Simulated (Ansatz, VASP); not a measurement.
**Two plane-wave programs on BaS**

Contents of INCAR:

```
SYSTEM = BaS
PREC = Accurate
ENCUT = 600
EDIFF = 1E-6
ISMEAR = 0
SIGMA = 0.01
LREAL = .FALSE.
LASPH = .TRUE.
NELM = 80
ALGO = Normal
ISIF = 3
LWAVE = .FALSE.
LCHARG = .FALSE.
GGA = PS
IBRION = 2
NSW = 80
EDIFFG = -0.001
```

KPOINTS

```
regular mesh
0
G
  8 8 8
  0 0 0
```

File POSCAR:

```
BaS
1.0
    0.0000000000      3.1663007737      3.1663007737
    3.1663007737      0.0000000000      3.1663007737
    3.1663007737      3.1663007737      0.0000000000
Ba S
1 1
Direct
    0.0000000000      0.0000000000      0.0000000000
    0.5000000000      0.5000000000      0.5000000000
```

Input for Ansatz:

```yaml
crystal:
  lattice:
    - [0.0, 3.1663007737, 3.1663007737]
    - [3.1663007737, 0.0, 3.1663007737]
    - [3.1663007737, 3.1663007737, 0.0]
  atoms:
    - { symbol: Ba, position: [0.0, 0.0, 0.0] }
    - { symbol: S, position: [0.5, 0.5, 0.5] }
basis:
  ecutwfc: 420
kpoints:
  mp_grid: { grid: [8, 8, 8] }
hamiltonian:
  xc: pbesol
scf:
  occupations: { method: fixed }
output:
  forces: true
  stress: true
  eigenvalues: true
relax:
  adjacent_minimum: "off"
  f_tol: 0.001
  max_steps: 60
  cell: { stress_tol: 0.01 }
```

Alike in both runs: task relaxation of cell and atoms; functional PBEsol; k mesh 8 × 8 × 8; no spin polarisation.

|  | VASP | Ansatz |
| --- | --- | --- |
| version | VASP 6.6.1 | Ansatz 0.2.0 |
| potentials or method | VASP PAW PBE potentials, release 64 (Ba_sv, S) | scalar-relativistic, plane waves, PAW |
| plane-wave cutoff (eV) | 600 | 420 |
| occupations | gaussian, width 0.01 eV | fixed |
| valence electrons in the cell | 16 | 16 |

VASP gave:

- gap on the k mesh at the Fermi level, each at its own relaxed structure (eV): 1.96
- relaxed volume (Å³/atom): 32.20
- relaxed cell length with the largest relative difference (Å): 4.499

Task: What did Ansatz give for the same quantities?

Result: gap on the k mesh at the Fermi level, each at its own relaxed structure (eV): 2.04; relaxed volume (Å³/atom): 31.73; relaxed cell length with the largest relative difference (Å): 4.477.

Caveats: the PAW data sets were made with another functional, which shifts forces and pressure a little (VASP); spin-orbit coupling is left out, which moves the levels of the heavy elements. Zero-point motion and thermal expansion aren't in these numbers. A k mesh can miss the band edges.
